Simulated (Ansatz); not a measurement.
## SiC (F-43m):Ni_Si, thermodynamic levels from a 54-atom cell

Aim: at which Fermi levels does Ni_Si in SiC (F-43m) change its charge? The model is a cell of 54 host atoms with 1 Si taken out and 1 Ni put in.

Calculated with Ansatz 0.2.0; place-levels on r2SCAN runs: charge-transition levels and formation energies with image-charge correction and potential alignment at the atomic sites; PAW set soft_1.

**What experiment says.**

“Insight into the structural, elastic and electronic properties of a new orthorhombic 6O-SiC polytype” (2020, pmc:7200658) quotes from earlier work for SiC, cubic 3C zincblende (literature value): band gap (indirect gap) 2.4 eV [literature value; measurement temperature and method not stated].

**1. The starting structure**

The cell holds 54 atoms: 26 Si, 27 C and 1 Ni. Cell: a = 9.242 Å, b = 9.242 Å, c = 9.242 Å, α = 60.0°, β = 60.0°, γ = 60.0°. It derives from SiC (space group F-43m). Nearest the centre at fractional (0.333, 0.667, 0.667): Ni35 at 0.00 Å, C30 at 1.89 Å, C34 at 1.89 Å, C36 at 1.89 Å, C18 at 1.89 Å, Si25 at 3.08 Å, Si23 at 3.08 Å, Si13 at 3.08 Å.

Structure file:

```xyz
54
Lattice="0.0000 6.5349 6.5349 6.5349 0.0000 6.5349 6.5349 6.5349 0.0000" Properties=species:S:1:pos:R:3 pbc="T T T"
Si    0.0000    0.0000    0.0000
C     1.0891    1.0891    1.0891
Si    2.1783    2.1783    0.0000
C     3.2674    3.2674    1.0891
Si    4.3566    4.3566    0.0000
C     5.4457    5.4457    1.0891
Si    2.1783    0.0000    2.1783
C     3.2674    1.0891    3.2674
Si    4.3566    2.1783    2.1783
C     5.4457    3.2674    3.2674
Si    6.5349    4.3566    2.1783
C     7.6240    5.4457    3.2674
Si    4.3566    0.0000    4.3566
C     5.4457    1.0891    5.4457
Si    6.5349    2.1783    4.3566
C     7.6240    3.2674    5.4457
Si    8.7132    4.3566    4.3566
C     9.8023    5.4457    5.4457
Si    0.0000    2.1783    2.1783
C     1.0891    3.2674    3.2674
Si    2.1783    4.3566    2.1783
C     3.2674    5.4457    3.2674
Si    4.3566    6.5349    2.1783
C     5.4457    7.6240    3.2674
Si    2.1783    2.1783    4.3566
C     3.2674    3.2674    5.4457
Si    4.3566    4.3566    4.3566
C     5.4457    5.4457    5.4457
Si    6.5349    6.5349    4.3566
C     7.6240    7.6240    5.4457
Si    4.3566    2.1783    6.5349
C     5.4457    3.2674    7.6240
Si    6.5349    4.3566    6.5349
C     7.6240    5.4457    7.6240
Ni    8.7132    6.5349    6.5349
C     9.8023    7.6240    7.6240
Si    0.0000    4.3566    4.3566
C     1.0891    5.4457    5.4457
Si    2.1783    6.5349    4.3566
C     3.2674    7.6240    5.4457
Si    4.3566    8.7132    4.3566
C     5.4457    9.8023    5.4457
Si    2.1783    4.3566    6.5349
C     3.2674    5.4457    7.6240
Si    4.3566    6.5349    6.5349
C     5.4457    7.6240    7.6240
Si    6.5349    8.7132    6.5349
C     7.6240    9.8023    7.6240
Si    4.3566    4.3566    8.7132
C     5.4457    5.4457    9.8023
Si    6.5349    6.5349    8.7132
C     7.6240    7.6240    9.8023
Si    8.7132    8.7132    8.7132
C     9.8023    9.8023    9.8023
```

The host's dielectric constants go in as inputs: 7.06 for the electrons alone, 10.43 with the ions, computed on the host (DFPT, PBEsol, on the r2SCAN cell), and a cell off the functional's own equilibrium shifts the ionic part.

The cell's shortest repeat is 9.2 Å.

**2. What was run first**

Levels follow from differences of total energies between charge states, each relaxed by itself.

Each atom starts 0.05 Å or so off its site in a random direction: a symmetric start keeps its symmetry, and would miss off-centre moves and Jahn–Teller distortions. Forces are taken on a 2×2×2 shifted mesh. The cell holds 1 electron more than the neutral one, with a uniform background that keeps it neutral on the whole. The electron count is odd, so at least one spin is unpaired; this run locks the moment at 1 μB.

The sampling was tested on the host first: at the k-points planned (1x1x1 shifted 0.25 0.25 0.25) its energy lies 0.119 eV an atom from the dense-mesh value, so the final energies take a denser sampling.

One of the inputs; charge, spin and start change from state to state.

Input file qm1_M1.relax/input.yaml:

```yaml
crystal:
  lattice:
    - [0.0, 2.17829624, 2.17829624]
    - [2.17829624, 0.0, 2.17829624]
    - [2.17829624, 2.17829624, 0.0]
  atoms:
    - { symbol: Si, position: [0.0, 0.0, 0.0] }
    - { symbol: C, position: [0.25, 0.25, 0.25] }
  supercell: [3, 3, 3]
  defects: [{ substitution: { at: 34, symbol: Ni } }]
total_charge: -1
basis:
  ecutwfc: 500
  xc_grid: 2
hamiltonian:
  xc: r2scan
  pseudopotentials: { kind: paw, azcp: { folder: soft_1 } }
kpoints:
  mp_grid: { grid: [2, 2, 2], shift: [0.5, 0.5, 0.5] }
magnetization:
  spin_polarized: true
  initial_magnetization: 1
  spin_locking: { lock_magnetization: hard }
scf:
  occupations: { method: fixed }
  max_iter: 60
output:
  forces: true
  charged_corrections: { epsilon: 7.06, static_epsilon: 10.43 }
relax:
  f_tol: 0.02
  max_steps: 80
  random_displacement: { amplitude: 0.05, seed: 8842 }
checkpoint:
  write: "../qm1_M1.relax.run"
  compress: false
  write_wavefunctions: true
  write_every: 100000
```

Started as:

```sh
$ ansatz run input.yaml --threads 4 --pin off --max-ram 7536MiB --backend cpu --events-out ev --progress --plain --runs-dir out
```

The run of this state that the levels use, under r2SCAN:

Input file qm1_M1.point/input.yaml:

```yaml
crystal:
  checkpoint: "../qm1_M1.relax.run"
  host: checkpoint
total_charge: -1
basis:
  ecutwfc: 500
  xc_grid: 2
hamiltonian:
  xc: r2scan
  pseudopotentials: { kind: paw, azcp: { folder: soft_1 } }
kpoints:
  mp_grid: { grid: [2, 2, 2], shift: [0.5, 0.5, 0.5] }
magnetization:
  spin_polarized: true
  initial_magnetization: 1
  spin_locking: { lock_magnetization: hard }
scf:
  occupations: { method: fixed }
  max_iter: 60
output:
  forces: true
  eigenvalues: true
  charged_corrections:
    epsilon: 7.06
    static_epsilon: 10.43
    defect_position: [0.333333, 0.666667, 0.666667]
  eigenstates: { localisation: true }
  populations: true
  efg: {}
checkpoint:
  read: "../qm1_M1.relax.run"
  write: "../qm1_M1.point.run"
  compress: false
  write_wavefunctions: false
  write_every: 100000
```

Relaxations under r2SCAN at a 2×2×2 shifted mesh; times on 4 threads of Arm Neoverse V1, shared host:

| charge | moment (μB) | occupations | outcome | steps | largest displacement against the far atoms (Å) | time |
| --- | --- | --- | --- | --- | --- | --- |
| −1 | 1 | fixed | converged | 6 | 0.09 | 7.4 min |
| 0 | 0 | fixed | converged | 6 | 0.07 | 2.9 min |
| 0 | 2 | fixed | converged | 5 | 0.08 | 5.9 min |
| +1 | 1 | fixed | converged | 7 | 0.05 | 7.2 min |

Single points under r2SCAN at a 2×2×2 shifted mesh; times on 4 threads of Arm Neoverse V1, shared host:

| charge | moment (μB) | occupations | outcome | time |
| --- | --- | --- | --- | --- |
| −1 | 1 | fixed | converged | 64 s |
| 0 | 0 | fixed | converged | 36 s |
| 0 | 2 | fixed | converged | 59 s |
| +1 | 1 | fixed | converged | 57 s |

Distances (Å) from Ni35 to the nearest atoms after relaxation with r2SCAN:

| charge | moment (μB) | 1. | 2. | 3. | 4. | 5. | 6. |
| --- | --- | --- | --- | --- | --- | --- | --- |
| −1 | 1 | C 1.97 | C 1.97 | C 1.97 | C 1.97 | Si 3.06 | Si 3.06 |
| 0 | 0 | C 1.95 | C 1.95 | C 1.95 | C 1.96 | Si 3.06 | Si 3.06 |
| 0 | 2 | C 1.95 | C 1.95 | C 1.95 | C 1.95 | Si 3.06 | Si 3.07 |
| +1 | 1 | C 1.93 | C 1.93 | C 1.94 | C 1.94 | Si 3.08 | Si 3.08 |

**3. Levels against the band edges, r2SCAN**

A charged cell interacts with its images and the background, and its potential has another zero than the host's. place-levels removes the first by a point-charge model, screened by the static dielectric constant since the ions have relaxed around the charge, and the second by comparing potentials at atoms far from the defect.

The host is a run of the defect-free crystal in the same cutoffs, grids and k-points, so that basis and sampling errors cancel in part in the differences. The host is run in a cell of 2 atoms on a matching mesh. Its band edges are searched through the zone by a band path, so the gap is smaller than, or equal to, that on the mesh. Chemical potentials are energies per atom of Si (diamond) and Ni (fcc), run with the same functional and cutoff.

Input file levels.point.yaml:

```yaml
host:
  run: host.point.run
states: [qm1_M1.point.run, q0.point.run, q0_M2.point.run, qp1_M1.point.run]
geometry_from:
  qm1_M1.point.run: qm1_M1.relax.run
  q0.point.run: q0.relax.run
  q0_M2.point.run: q0_M2.relax.run
  qp1_M1.point.run: qp1_M1.relax.run
  host.point.run: host.relax.run
chemical_potentials:
  Si:
    energy: -639.06578
    dataset: <sha256 of the dataset>
  Ni:
    energy: -5845.291662
    dataset: "<sha256 of the dataset>"
epsilon: 7.06
static_epsilon: 10.43
vertical:
  - { from: qm1_M1.point.run, to: qm1_M1.point_neutral.run }
  - { from: qp1_M1.point.run, to: qp1_M1.point_neutral.run }
```

Started as:

```sh
$ ansatz place-levels levels.point.yaml -- --threads 4 --pin off --max-ram 7536MiB
```

Numbers of over 12 decimals in the logs are rounded to 6 here.

Log:

```text
[... repeated set-up lines and file paths are left out, and long positions are rounded to six places ...]
(+1/0) 0.481 eV above the valence edge, 1.229 eV under the conduction edge
(0/-1) 1.295 eV above the valence edge, 0.415 eV under the conduction edge
formation energy of charge +1: +3.794 eV with the Fermi level at the valence edge
formation energy of charge 0: +4.275 eV with the Fermi level at the valence edge
formation energy of charge -1: +5.570 eV with the Fermi level at the valence edge
vertical -1 to 0: no energy, since no alignment is typed
  the change from vertical[0].from (qm1_M1.point.run) to vertical[0].to (qm1_M1.point_neutral.run): by its potential at epsilon 7.06 it stands at 0.394 0.748 0.727, with an rms radius of about 2.1 Å (1.3 1.1 1.3 Å across the planes of the cell's vectors); [...]
vertical +1 to 0: no energy, since no alignment is typed
  the change from vertical[1].from (qp1_M1.point.run) to vertical[1].to (qp1_M1.point_neutral.run): by its potential at epsilon 7.06 it stands at 0.387 0.720 0.721, with an rms radius of about 2.0 Å (1.2 1.2 1.2 Å across the planes of the cell's vectors); [...]
  edges by r2scan, gap 1.710 eV; the host is sampled to repeats of 18.48 Å
  the defect's cells are sampled to repeats of 18.48 Å, like sampling
  charge +1: -29277.7272 eV with its correction of +0.220 eV, at epsilon 10.43, aligned at sites: -0.0221 eV, mean over 19 atomic sites at or beyond 4.62 Å from the defect at [0.3333, 0.6667, 0.6667], with +0.000000 for the charge's moments and without [...]
  charge 0: +0.000 eV for its dipole among its images, +0.000 omitted
  charge -1: -29257.1959 eV with its correction of +0.157 eV, at epsilon 10.43, aligned at sites: +0.0854 eV, mean over 19 atomic sites at or beyond 4.62 Å from the defect at [0.3333, 0.6667, 0.6667], with +0.000000 for the charge's moments and without [...]
  charge 0: states[1] (q0.point.run) stands 0.114 eV higher, with a moment of 0.00 μB against 2.00
  of states[3] (qp1_M1.point.run): its alignment with the host at atomic sites is doubtful: the mean over the far sites moves by -0.2111 eV from their farther parts to their nearer, more than 0.05 eV. [...]
  of states[2] (q0_M2.point.run): band_overlap_at_count; stability_check_not_made; of the run under geometry_from: band_overlap_at_count
  of states[0] (qm1_M1.point.run): its alignment with the host at atomic sites is doubtful: the mean over the far sites moves by +0.1049 eV from their farther parts to their nearer, more than 0.05 eV. [...]
  of states[1] (q0.point.run): its alignment with the host at atomic sites is doubtful: the mean over the far sites moves by -0.0746 eV from their farther parts to their nearer, more than 0.05 eV. [...]
  of vertical[0].from (qm1_M1.point.run): stability_check_not_made
  of vertical[1].from (qp1_M1.point.run): stability_check_not_made
```

The job ended after 0.39 s (4 threads of Arm Neoverse V1, shared host).

Levels between the charges placed, in eV above the valence top:

|  | gap (eV) | (+1/0) | (0/−1) |
| --- | --- | --- | --- |
| r2SCAN | 1.71 | 0.48 | 1.29 |

Corrections by state:

| charge | moment (μB) | image terms and alignment (eV) | band filling (eV) | ε used | over the lowest of its charge, as the program ranks them, band filling apart (eV) |
| --- | --- | --- | --- | --- | --- |
| +1 | 1.0 | 0.220 | - | 10.43 | 0.000 |
| 0 | 2.0 | 0.000 | - | - | 0.000 |
| −1 | 1.0 | 0.157 | - | 10.43 | 0.000 |
| 0 | 0.0 | 0.000 | - | - | 0.114 |

The charged structures listed were also run neutral, and place-levels reads from each pair, by the potential or the spins, how wide the charge is by which they differ; that can be the carrier of either run.

| charge | rms radius (Å) | spread where it is widest against the cell (Å) | wide from (Å) | reading |
| --- | --- | --- | --- | --- |
| +1 | 2.0 | 1.16 | 1.31 | narrow |
| −1 | 2.1 | 1.30 | 1.31 | narrow |

The neutral runs of these pairs need not share the spin of the lowest neutral state, and very wide values only mean spread over the cell.

From the program's caveats on the states, each cut to its opening words:

- charge +1 (1 μB): its alignment with the host at atomic sites is doubtful: the mean over the far sites moves by -0.2111 eV from their farther parts to their nearer, more than [...]
- charge +1 (1 μB), 0 (2 μB), −1 (1 μB): flagged: stability check not made
- charge 0 (2 μB): filled levels lie above empty ones at the fixed electron count
- charge −1 (1 μB): its alignment with the host at atomic sites is doubtful: the mean over the far sites moves by +0.1049 eV from their farther parts to their nearer, more than [...]
- charge 0: its alignment with the host at atomic sites is doubtful: the mean over the far sites moves by -0.0746 eV from their farther parts to their nearer, more than [...]

The host's formation energy from the elements is -0.356 eV per atom; it sets how far the chemical potentials can move.

Limit set by the element alone; other compounds of these elements are not counted. Chemical potentials from the elements' reference states: C 0.00 eV, Si -0.71 eV, Ni 0.00 eV. Formation energy by charge state (C-rich; gap 1.71 eV):

| charge | at valence top (eV) | at conduction bottom (eV) | correction included (eV) |
| --- | --- | --- | --- |
| +1 | 3.08 | 4.79 | 0.22 |
| 0 | 3.56 | 3.56 | 0.00 |
| −1 | 4.86 | 3.15 | 0.16 |

Fermi level (eV), lowest formation energy (eV) and a bar from the least value:
```
     0.00       3.08 
     0.16       3.24 ##########
     0.31       3.39 ###################
     0.47       3.55 #############################
     0.62       3.56 ##############################
     0.78       3.56 ##############################
     0.93       3.56 ##############################
     1.09       3.56 ##############################
     1.24       3.56 ##############################
     1.40       3.46 #######################
     1.55       3.30 ##############
     1.71       3.15 ####
```

Limit set by the element alone; other compounds of these elements are not counted. Chemical potentials from the elements' reference states: Si 0.00 eV, C -0.71 eV, Ni 0.00 eV. Formation energies (Si-rich), with the Fermi level at the valence top and at the conduction bottom (gap 1.71 eV):

| charge | at valence top (eV) | at conduction bottom (eV) | correction included (eV) |
| --- | --- | --- | --- |
| +1 | 3.79 | 5.50 | 0.22 |
| 0 | 4.28 | 4.28 | 0.00 |
| −1 | 5.57 | 3.86 | 0.16 |

| Fermi level (eV) | lowest formation energy (eV) |
| --- | --- |
| 0.00 | 3.79 |
| 0.16 | 3.95 |
| 0.31 | 4.10 |
| 0.47 | 4.26 |
| 0.62 | 4.28 |
| 0.78 | 4.28 |
| 0.93 | 4.28 |
| 1.09 | 4.28 |
| 1.24 | 4.28 |
| 1.40 | 4.17 |
| 1.55 | 4.02 |
| 1.71 | 3.86 |

**4. What came out**

| Property | Result |
| --- | --- |
| gap of the host | 1.71 eV (r2SCAN) |
| level (plus 1/0) | 0.48 eV above the valence top |
| level (0/minus 1) | 1.29 eV above the valence top |
| lowest of the charges placed, just above the valence top (0.02 eV) | +1 |
| lowest of the charges placed, just below the conduction bottom (0.02 eV) | −1 |
| lowest formation energy at mid-gap of the charges run, C-rich | 3.56 eV |
| lowest formation energy at mid-gap of the charges run, Si-rich | 4.28 eV |

In words: Of the charges placed (−1, 0 and +1), the lowest changes at 0.48 eV (+1/0) and 1.29 eV (0/−1) above the valence top, in a gap of 1.71 eV. Charges above +1 and below −1 were not placed, so these runs say nothing of levels that involve them. States placed: +1 at 1 μB; 0 at 2 μB and 0 μB; −1 at 1 μB. Other spin states or structures, where not listed, weren't placed. Ni is taken at its element; compounds, which aren't counted here, bound the chemical potentials and would shift these formation energies. The program doubts the alignment of potentials for at least one state, a sign that the cell is small. Limits: r2SCAN makes the gap too small and tends to spread out bound carriers.

Comparison with the measured values:

| quantity | measured | r2SCAN |
| --- | --- | --- |
| band gap (least gap of the host) (eV) | 2.4 | 1.71 (-0.69 eV) |

Measured values from pmc:7200658 (2020).

Verdict: The band gap is off by -0.69 eV: a clear miss. Local and semilocal functionals usually give gaps below the measured ones. Zero-point and thermal motion shift the measured gap.

[Logs are printed without paths, hosts, clocks, repeated set-up lines and the standing remarks that a program may print on its own settings, such as how far it seeks lower states.]

[Hosts, paths, dates, database ids (printed as entryN), source tags and the programs' standing remarks are cut or masked in the printed files.]

[Where a table of states has a column of steps, it counts the stored structures, which are thinned; the runs took as many ionic steps or more.]

[A defect's name tells the site on which it was built; relaxed atoms can leave that site.]

[For some hosts the program warned that the k-mesh of the response run may be too coarse for force constants and the static dielectric constant; such warnings are not shown here.]
